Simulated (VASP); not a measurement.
A run of VASP 6.6.1:

The input INCAR:

```
SYSTEM = GaN
PREC = Accurate
ENCUT = 600
EDIFF = 1E-7
ISMEAR = 0
SIGMA = 0.03
LREAL = .FALSE.
LASPH = .TRUE.
NELM = 80
ALGO = Normal
ISIF = 3
LWAVE = .FALSE.
LCHARG = .FALSE.
GGA = PS
IBRION = 2
NSW = 90
EDIFFG = -0.005
```

Contents of KPOINTS:

```
Automatic mesh
0
G
  10 10 10
  0 0 0
```

The input POSCAR:

```
GaN                                     
1.0
   -0.0000000000      2.2470866997      2.2470866997
    2.2470866997      0.0000000000      2.2470866997
    2.2470866997      2.2470866997      0.0000000000
  Ga              N             
     1     1
Direct
     0.0000000000000000    0.0000000000000000    0.0000000000000000
     0.7500000000000000    0.7500000000000000    0.7500000000000000
```

Potentials or basis: VASP PAW PBE potentials, release 64 (Ga_d, N).

The run is started by

```console
$ cat potpaw_PBE.64/Ga_d/POTCAR potpaw_PBE.64/N/POTCAR > POTCAR
$ mpirun -np 1 vasp_std > vasp.out
```

Hardware: 1 thread of Intel(R) Xeon(R) 6975P-C (Granite Rapids) (shared host).

Question: Estimate the wall time of this run.

Answer: Wall time 18 s on 1 thread of Intel(R) Xeon(R) 6975P-C (Granite Rapids) (shared host), peak memory 0.17 GiB. Counts: scf iterations 24, k points 47, ion steps 3.
